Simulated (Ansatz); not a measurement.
ZrO₂ (tetragonal-ZrO2 type, space group P4_2/nmc)

```yaml
crystal:
  lattice:
    - [3.58448, 0.00000, 0.00000]
    - [0.00000, 3.58448, 0.00000]
    - [0.00000, 0.00000, 5.17719]
  atoms:
    - { symbol: Zr, position: [0.00000, 0.00000, 0.00000] }
    - { symbol: Zr, position: [0.50000, 0.50000, 0.50000] }
    - { symbol: O, position: [0.00000, 0.50000, 0.20147] }
    - { symbol: O, position: [0.00000, 0.50000, 0.70147] }
    - { symbol: O, position: [0.50000, 0.00000, 0.29853] }
    - { symbol: O, position: [0.50000, 0.00000, 0.79853] }
```

In this cell atom 6 (O, nearest neighbour Zr at 2.074 Å; its periodic images, 3.6 Å or more away, move with it) is moved by s along Cartesian x, unit vector (1.000, 0.000, 0.000); all other atoms and the cell stay fixed.

Level of theory: PBEsol (plane waves to 420 eV, PAW, scalar-relativistic; Ansatz, an electronic-structure program). k mesh 8×8×5 (Γ-centred), Fermi-Dirac smearing 0.05 eV. Energies are smeared free energies. This is a high-temperature form of ZrO2. ZrO2 is run without spin polarisation. ZrO2 was relaxed with its symmetry unable to fall. ΔE is measured from the undisplaced structure.

| s (Å) | ΔE (meV/cell) |
|---|---|
| -0.210 | 376 |
| -0.168 | 238 |
| -0.126 | 133 |
| -0.084 | 59 |
| -0.042 | 15 |
| 0.000 | 0 |
| 0.042 | 15 |
| 0.084 | 59 |
| 0.126 | 133 |
| 0.168 | 238 |
| 0.210 | 376 |

Question: What force constant k = d²E/ds² at s = 0 does the table give?

Answer: 16 eV/Å². It is the second difference of the nearest points, corrected with the next pair.

Question: With k = 16.50 eV/Å² from the forces, is the well harmonic out to s = 0.210 Å?

Answer: ½ks² = 364 meV/cell against the computed 376 meV/cell, so the well is close to harmonic there.

(A displaced cell: forces are minus the slopes of the energy, force constants its curvatures, and phonons follow from these.)
